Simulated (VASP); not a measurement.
SnS2 (Berndtite-2T): relaxation of cell and atoms with optB86b-vdW

The system is SnS2 (Berndtite-2T).

```xyz
3
Lattice="3.6390 0.0000 0.0000 -1.8195 3.1515 0.0000 0.0000 0.0000 5.8680" Properties=species:S:1:pos:R:3 pbc="T T T"
Sn    0.0000    0.0000    0.0000
S     0.0000    2.1010    1.4670
S     1.8195    1.0505    4.4010
```

- Program: VASP 6.6.1
- Task: relaxation of cell and atoms
- Functional: optB86b-vdW
- Potentials or basis: VASP PAW PBE potentials, release 64 (Sn_d, S)
- Cutoff: 600 eV
- k mesh: 9 × 9 × 5
- Occupations: gaussian, width 0.03 eV
- Spin: no spin polarisation
- Further INCAR settings: ALGO = Normal; EDIFF = 1e-06; IBRION = 2; EDIFFG = -0.01; NSW = 90; ISIF = 3

The relaxed volume is 23.10 Å³/atom, the relaxed cell is a = 3.682 Å, b = 3.682 Å, c = 5.904 Å, α = 90.00°, β = 90.00°, γ = 120.00° and the space group after relaxing (to 0.05 Å) is P-3m1 (No. 164). The energy gained by relaxing is 6.5 meV/atom. The ionic steps are 8. The pressure after relaxing is 0.0 GPa, the largest force after relaxing is 0.005 eV/Å and the band gap on the k mesh is 1.28 eV, indirect (least direct gap 1.67 eV).

Forces on the atoms (eV/Å):
```
Sn   0.000  0.000  0.000
S    0.000  0.000  0.005
S    0.000  0.000 -0.005
```

Step by step:
```tsv
step	energy change (eV)	largest force (eV/Å)	pressure (GPa)	volume (Å³)
1	0.0000	0.3340	2.77	67.30
2	-0.0033	0.3181	-2.21	71.14
3	-0.0192	0.0221	-0.04	69.26
4	-0.0192	0.0157	0.07	69.22
5	-0.0194	0.0023	0.02	69.26
6	-0.0194	0.0128	0.02	69.28
7	-0.0194	0.0145	0.02	69.28
8	-0.0195	0.0051	-0.04	69.31
```

Final structure:
```yaml
crystal:
  lattice:
    - [3.68191, 0.00000, 0.00000]
    - [-1.84095, 3.18863, 0.00000]
    - [0.00000, 0.00000, 5.90382]
  atoms:
    - { symbol: Sn, position: [0.00000, 0.00000, 0.00000] }
    - { symbol: S, position: [0.33333, 0.66667, 0.25128] }
    - { symbol: S, position: [0.66667, 0.33333, 0.74872] }
```

Levels at points of the mesh, in eV from the valence-band top:
| k point | band 9 | band 10 | band 11 | band 12 | band 13 | band 14 | band 15 | band 16 | band 17 |
| --- | --- | --- | --- | --- | --- | --- | --- | --- | --- |
| (0.00, 0.00, 0.00) | -0.65 | -0.65 | -0.39 | -0.39 | 0.00 | 1.67 | 3.58 | 5.31 | 5.31 |

It took 7.3 min on 1 thread of Intel(R) Xeon(R) Platinum 8488C (Sapphire Rapids), with other jobs on the host, peak memory 0.48 GiB.

Caveat: the PAW data sets were made with another functional, which shifts forces and pressure a little; spin-orbit coupling is left out, which moves the levels of the heavy elements; an odd mesh through Γ misses points on the zone boundary, where band edges often lie.
